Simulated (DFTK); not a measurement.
Runs of DFTK 0.8.2 on Nb. Symmetry: Im-3m, No. 229, cubic system. The conventional cell has a = 3.328 Å, b = 3.328 Å, c = 3.328 Å, α = 90.00°, β = 90.00°, γ = 90.00°. Nb (site symmetry m-3m) has 8 Nb at 2.88 Å as nearest neighbours. 

| task | level | potentials or basis | k mesh | cutoff (eV) | SCF solver | mesh quality | gap on the mesh (eV) | pressure (GPa) | V0 of scaled cells (Å³/atom) | B0 (GPa) |
| --- | --- | --- | --- | --- | --- | --- | --- | --- | --- | --- |
| single point | PBEsol | dojo.nc.sr.pbesol.v0_4_1.standard.upf (PBEsol) | 11 × 11 × 11 | 1116 | - | not flagged | none | (a) | - | - |
| band structure | PBEsol | SG15 1.2 (PBE) | 11 × 11 × 11 | 1225 | - | not flagged | none | -7.3 | - | - |
| equation of state | PBEsol | dojo.nc.sr.pbesol.v0_4_1.standard.upf (PBEsol) | 11 × 11 × 11 | 1116 | - | not flagged | - | - | 17.61 | (b) |
| band structure | r2SCAN | cp2k.nc.sr.pbe.v0_1.semicore.gth (PBE, GTH) | 10 × 10 × 10 | 1633 | - | not flagged | none | -3.3 | - | - |
| equation of state | r2SCAN | cp2k.nc.sr.pbe.v0_1.largecore.gth (PBE, GTH) | 7 × 7 × 7 | 1633 | ScfAndersonSolver | coarse | - | - | 18.15 | 166 |
| band structure | r2SCAN | SG15 1.2 (PBE) | 11 × 11 × 11 | 1225 | - | not flagged | none | -3.4 | - | - |
| band structure | BJ06 | SG15 1.2 (PBE) | 11 × 11 × 11 | 1225 | - | not flagged | none | - | - | - |
| band structure | LDA | SG15 1.2 (PBE) | 11 × 11 × 11 | 1225 | - | not flagged | none | -10.7 | - | - |
| band structure | LDA | cp2k.nc.sr.lda.v0_1.semicore.gth (LDA, GTH) | 11 × 11 × 11 | 1116 | - | not flagged | none | -10.7 | - | - |
| band structure | BJ06 | cp2k.nc.sr.pbe.v0_1.largecore.gth (PBE, GTH) | 10 × 10 × 10 | 1633 | - | not flagged | none | - | - | - |

Alike in all rows: no spin polarisation; cell as given; smearing fermi-dirac 0.05 eV.

Problem. Fill in the values left out.

Solution. (a) -7.7; (b) 181.

Caveats: some runs use coarse meshes; the potentials were made for another functional, which shifts forces and pressure (some runs); GTH potentials come without recommended cutoffs, and this one wasn't checked for convergence (some runs); the program warned that the kinetic-energy density falls under its von Weizsäcker bound, which can give unphysical results (some runs); the program leaves the constant c of mgga_x_tb09 at 1, so the potential is Becke-Johnson's (BJ06) and not Tran and Blaha's, with levels but no total energy (some runs).

A k mesh can miss the band edges, and the runs leave out spin-orbit coupling on Nb.

A gap of «none» marks a metal or a gap under the smearing width.

Not every run made on this cell is shown here.
